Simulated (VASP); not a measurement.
# Ti (Fm-3m) in VASP: single point with LDA

Aim: the single point of Ti with LDA.

Everything below comes from runs of VASP 6.6.1. Logs are shortened: lines on timing, memory, paths and dates and some standing lists are left out, and cuts for length are marked.

## (1) Starting point

Symmetry: Fm-3m, No. 225, cubic system. The conventional cell has a = 6.464 Å, b = 6.464 Å, c = 6.464 Å, α = 90.00°, β = 90.00°, γ = 90.00°. Around Ti (site symmetry -43m) lie 4 Ti at 2.80 Å. Ti (site symmetry m-3m) is surrounded by 8 Ti at 2.80 Å.

This isn't the form of Ti at room conditions, which is hcp.

## (2) Single point, LDA

INCAR reads:

```
  PREC = Accurate
  ENCUT = 520
  EDIFF = 1E-7
  ISMEAR = 1
  SIGMA = 0.3
  LREAL = F
  LASPH = T
  NELM = 100
  ALGO = Fast
  ISIF = 2
  LWAVE = F
  LCHARG = F
  GGA = CA
  NBANDS = 25
```

KPOINTS reads:

```
regular mesh
0
Gamma
  6 6 6
```

POSCAR reads:

```
Ti
1.0
    0.0000000000      3.2317810000      3.2317810000
    3.2317810000      0.0000000000      3.2317810000
    3.2317810000      3.2317810000      0.0000000000
Ti
3
Direct
    0.7500000000      0.7500000000      0.7500000000
    0.2500000000      0.2500000000      0.2500000000
    0.0000000000      0.0000000000      0.0000000000
```

Potentials or basis: VASP PAW LDA potentials, release 64 (Ti_sv).

Command:

```
cat potpaw_LDA.64/Ti_sv/POTCAR > POTCAR
mpirun -np 1 vasp_std > vasp.out
```

OUTCAR:

```text
PREC = Accurate
   ENCUT = 520
   EDIFF = 1E-7
   ISMEAR = 1
   LREAL = F
   LASPH = T
   NELM = 100
   ISIF = 2
   GGA = CA

 ion  position               nearest neighbor table
   1  0.750  0.750  0.750-   3 2.80   3 2.80   3 2.80   3 2.80
   2  0.250  0.250  0.250-   3 2.80   3 2.80   3 2.80   3 2.80
   3  0.000  0.000  0.000-   1 2.80   1 2.80   1 2.80   1 2.80   2 2.80   2 2.80   2 2.80   2 2.80

  LATTYP: Found a face centered cubic cell.
 ALAT       =     6.4635620000

  Lattice vectors:

 A1 = (   0.0000000000,   3.2317810000,   3.2317810000)
 A2 = (   3.2317810000,   0.0000000000,   3.2317810000)
 A3 = (   3.2317810000,   3.2317810000,   0.0000000000)

Analysis of symmetry for initial positions (statically):
=====================================================================
 Subroutine PRICEL returns:
 Original cell was already a primitive cell.

 Routine SETGRP: Setting up the symmetry group for a
 face centered cubic supercell.

 Subroutine GETGRP returns: Found 48 space group operations
 (whereof 48 operations were pure point group operations)
 out of a pool of 48 trial point group operations.

The static configuration has the point symmetry O_h .

Analysis of symmetry for dynamics (positions and initial velocities):
=====================================================================
 Subroutine PRICEL returns:
 Original cell was already a primitive cell.

 Routine SETGRP: Setting up the symmetry group for a
 face centered cubic supercell.

 Subroutine GETGRP returns: Found 48 space group operations
 (whereof 48 operations were pure point group operations)
 out of a pool of 48 trial point group operations.

The dynamic configuration has the point symmetry O_h .

 Subroutine INISYM returns: Found 48 space group operations
 (whereof 48 operations are pure point group operations),
 and found     1 'primitive' translations

----------------------------------------------------------------------------------------

                                     Primitive cell

  volume of cell :      67.5081

  direct lattice vectors                    reciprocal lattice vectors
     0.000000000  3.231781000  3.231781000    -0.154713454  0.154713454  0.154713454
     3.231781000  0.000000000  3.231781000     0.154713454 -0.154713454  0.154713454
     3.231781000  3.231781000  0.000000000     0.154713454  0.154713454 -0.154713454

  length of vectors
     4.570428521  4.570428521  4.570428521     0.267971562  0.267971562  0.267971562

  position of ions in fractional coordinates (direct lattice)
     0.750000000  0.750000000  0.750000000
     0.250000000  0.250000000  0.250000000
     0.000000000  0.000000000  0.000000000

  ion indices of the primitive-cell ions
   primitive index   ion index
                 1           1
                 2           2
                 3           3

----------------------------------------------------------------------------------------

 KPOINTS: regular mesh

Automatic generation of k-mesh.
 Grid dimensions read from file:
 generate k-points for:    6    6    6

 Generating k-lattice:

  Cartesian coordinates                     Fractional coordinates (reciprocal lattice)
    -0.025785576  0.025785576  0.025785576     0.166666667  0.000000000  0.000000000
     0.025785576 -0.025785576  0.025785576     0.000000000  0.166666667  0.000000000
     0.025785576  0.025785576 -0.025785576     0.000000000  0.000000000  0.166666667

  Length of vectors
     0.044661927  0.044661927  0.044661927

  Shift w.r.t. Gamma in fractional coordinates (k-lattice)
     0.000000000  0.000000000  0.000000000

 Subroutine IBZKPT returns following result:
 ===========================================

 Found     16 irreducible k-points:

 Following reciprocal coordinates:
            Coordinates               Weight
  0.000000  0.000000  0.000000      1.000000
  0.166667  0.000000  0.000000      8.000000
  0.333333  0.000000  0.000000      8.000000
  0.500000  0.000000  0.000000      4.000000
  0.166667  0.166667  0.000000      6.000000
  0.333333  0.166667  0.000000     24.000000
[... 8 lines left out ...]
 -0.333333  0.333333  0.166667     24.000000
 -0.333333  0.500000  0.166667     12.000000
   k-points           NKPTS =     16   k-points in BZ     NKDIM =     16   number of bands    NBANDS=     25
   number of dos      NEDOS =    301   number of ions     NIONS =      3
   total plane-waves  NPLWV =  46656
   dimension x,y,z NGX =    36 NGY =   36 NGZ =   36
   dimension x,y,z NGXF=    72 NGYF=   72 NGZF=   72
   ions per type =               3
   NGX,Y,Z   is equivalent  to a cutoff of  13.09, 13.09, 13.09 a.u.
   NGXF,Y,Z  is equivalent  to a cutoff of  26.19, 26.19, 26.19 a.u.
 SYSTEM =  unknown system
   PREC   = accura    normal or accurate (medium, high low for compatibility)
   ISTART =      0    job   : 0-new  1-cont  2-samecut
   ICHARG =      2    charge: 1-file 2-atom 10-const
   ISPIN  =      1    spin polarized calculation?
   LNONCOLLINEAR =      F non collinear calculations
   LSORBIT =      F    spin-orbit coupling
   LASPH  =      T    aspherical Exc in radial PAW
   ENCUT  =  520.0 eV  38.22 Ry    6.18 a.u.   8.50  8.50  8.50*2*pi/ulx,y,z
   NELM   =    100;   NELMIN=  2; NELMDL= -5     # of ELM steps
   EDIFF  = 0.1E-06   stopping-criterion for ELM
   LREAL  =      F    real-space projection
   EDIFFG = 0.1E-05   stopping-criterion for IOM
   NSW    =      0    number of steps for IOM
   IBRION =     -1    ionic relax: 0-MD 1-quasi-New 2-CG
   NFREE  =      0    steps in history (QN), initial steepest desc. (CG)
   ISIF   =      2    stress and relaxation
   ISYM   =      2    0-nonsym 1-usesym 2-fastsym
   POTIM  = 0.5000    time-step for ionic-motion
   TEBEG  =    0.0;   TEEND  =   0.0 temperature during run
   PSTRESS=    0.0 pullay stress
   NELECT =      36.0000    total number of electrons
   NUPDOWN=      -1.0000    fix difference up-down
   EMIN   =  10.00;   EMAX   =-10.00  energy-range for DOS
   EFERMI =   0.00;   METHOD = LEGACY
   ISMEAR =     1;   SIGMA  =   0.30  broadening in eV -4-tet -1-fermi 0-gaus
   EFERMI_NEDOS =   21; number of points for ismear=-14 and -15
   IALGO  =     68    algorithm
   IMIX   =      4    mixing-type and parameters
     AMIX     =   0.40;   BMIX     =  1.00
     AMIX_MAG =   1.60;   BMIX_MAG =  1.00
  volume/ion in A,a.u.               =      22.50       151.86
  Fermi-wavevector in a.u.,A,eV,Ry     =   1.327569  2.508741 23.979442  1.762439
  Thomas-Fermi vector in A             =   2.456871
   LORBIT       =      0    0 simple, 1 ext, 2 COOP (PROOUT), +10 PAW based schemes
   GGA     = CA    functional components
   LHFCALC =     F    Hartree Fock is set to
   AEXX    =    0.0000 exact exchange contribution
   IVDW    =     0    specifies the selected vdW correction
   LEPSILON=     F    determine dielectric tensor
   LRPA    =     F    only Hartree local field effects (RPA)
 non-spin polarized calculation
 RMM-DIIS sequential band-by-band and
 Methfessel and Paxton  Order N= 1 SIGMA  =   0.30
  energy-cutoff  :      520.00
  volume of cell :       67.51
 maximum number of plane-waves:      1853
 NGX is ok and might be reduce to    36
   NGX = 17   NGY = 17   NGZ = 17

 number of electron      36.0000007 magnetization

 Free energy of the ion-electron system (eV)
  ---------------------------------------------------
  ext. energy  EPLUGINS =         0.00000000
  ---------------------------------------------------
  free energy    TOTEN  =       -22.31163026 eV

  energy without entropy =      -22.26435629  energy(sigma->0) =      -22.29587227

 E-fermi :   5.2618     XC(G=0): -10.4118

 val. band max:        5.2471068396   @ k =  -0.1667   0.1667   0.0000
 cond. band min:       5.3073496774   @ k =  -0.3333   0.5000   0.1667
 fundamental gap:      0.0602428379
 Fermi energy:         5.2617715838

 k-point     1 :       0.0000    0.0000    0.0000
  band No.  band energies     occupation
      1     -50.8783      2.00000
      2     -50.8296      2.00000
      3     -50.2618      2.00000
      4     -27.5268      2.00000
      5     -27.5268      2.00000
      6     -27.5268      2.00000
[... 17 lines left out ...]
     24       7.8371     -0.00000
     25       8.1748     -0.00000

 k-point     2 :       0.1667    0.0000    0.0000
  band No.  band energies     occupation
      1     -50.8734      2.00000
      2     -50.8319      2.00000
      3     -50.2645      2.00000
      4     -27.5525      2.00000
      5     -27.5354      2.00000
      6     -27.5354      2.00000
[... 17 lines left out ...]
     24       7.4751     -0.00000
     25       8.1093     -0.00000

 k-point     3 :       0.3333    0.0000    0.0000
  band No.  band energies     occupation
      1     -50.8618      2.00000
      2     -50.8384      2.00000
      3     -50.2700      2.00000
      4     -27.5523      2.00000
      5     -27.5493      2.00000
      6     -27.5493      2.00000
[... 17 lines left out ...]
     24       6.8496     -0.00000
     25       8.0161     -0.00000

 k-point     4 :       0.5000    0.0000    0.0000
  band No.  band energies     occupation
      1     -50.8505      2.00000
      2     -50.8470      2.00000
      3     -50.2727      2.00000
      4     -27.5553      2.00000
      5     -27.5553      2.00000
      6     -27.5276      2.00000
[... 17 lines left out ...]
     24       6.5595     -0.00000
     25       7.9767     -0.00000
[... 253 lines left out ...]
 k-point    14 :       0.5000    0.3333    0.1667
  band No.  band energies     occupation
      1     -50.8555      2.00000
      2     -50.8411      2.00000
      3     -50.2738      2.00000
      4     -27.6162      2.00000
      5     -27.5737      2.00000
      6     -27.5447      2.00000
[... 17 lines left out ...]
     24       7.0424     -0.00000
     25       7.7386     -0.00000

 k-point    15 :      -0.3333    0.3333    0.1667
  band No.  band energies     occupation
      1     -50.8478      2.00000
      2     -50.8469      2.00000
      3     -50.2757      2.00000
      4     -27.6265      2.00000
      5     -27.5596      2.00000
      6     -27.5358      2.00000
[... 17 lines left out ...]
     24       6.9413     -0.00000
     25       7.9916     -0.00000

 k-point    16 :      -0.3333    0.5000    0.1667
  band No.  band energies     occupation
      1     -50.8499      2.00000
      2     -50.8440      2.00000
      3     -50.2766      2.00000
      4     -27.6428      2.00000
      5     -27.5877      2.00000
      6     -27.5480      2.00000
[... 17 lines left out ...]
     24       7.1602     -0.00000
     25       7.9797     -0.00000

------------------------ aborting loop because EDIFF is reached ----------------------------------------

  FORCE on cell =-STRESS in cart. coord.  units (eV):
  Direction    XX          YY          ZZ          XY          YZ          ZX
  --------------------------------------------------------------------------------------
  -------------------------------------------------------------------------------------
  Total       -5.4226495     -5.4226495     -5.4226495     -0.0000000     -0.0000000     -0.0000000
  in kB     -128.6963861   -128.6963861   -128.6963861     -0.0000000     -0.0000000     -0.0000000
  external PRESSURE =    -128.6963861 kB  Pullay stress =       0.0000000 kB

 VOLUME and BASIS-vectors are now :
 -----------------------------------------------------------------------------
  energy-cutoff  :      520.00
  volume of cell :       67.51
      direct lattice vectors                 reciprocal lattice vectors
     0.000000000  3.231781000  3.231781000    -0.154713454  0.154713454  0.154713454
     3.231781000  0.000000000  3.231781000     0.154713454 -0.154713454  0.154713454
     3.231781000  3.231781000  0.000000000     0.154713454  0.154713454 -0.154713454

 POSITION                                       TOTAL-FORCE (eV/Angst)
 -----------------------------------------------------------------------------------
      4.84767      4.84767      4.84767        -0.000000     -0.000000      0.000000
      1.61589      1.61589      1.61589         0.000000      0.000000     -0.000000
      0.00000      0.00000      0.00000        -0.000000      0.000000     -0.000000
 -----------------------------------------------------------------------------------
    total drift:                                0.000000      0.000000      0.000000

  FREE ENERGIE OF THE ION-ELECTRON SYSTEM (eV)
  ---------------------------------------------------
  free  energy   TOTEN  =       -22.3116302564 eV

  energy  without entropy=      -22.2643562927  energy(sigma->0) =      -22.29587227
```

Wall time 90 s (1 thread of Intel Xeon Platinum 8559C (Emerald Rapids), shared host); peak memory 0.17 GiB.

What came out:

| Item | Value |
| --- | --- |
| Free energy | -22.3116 eV |
| Pressure | -12.9 GPa |
| Band gap on the k mesh | none (metal or under the smearing width) |
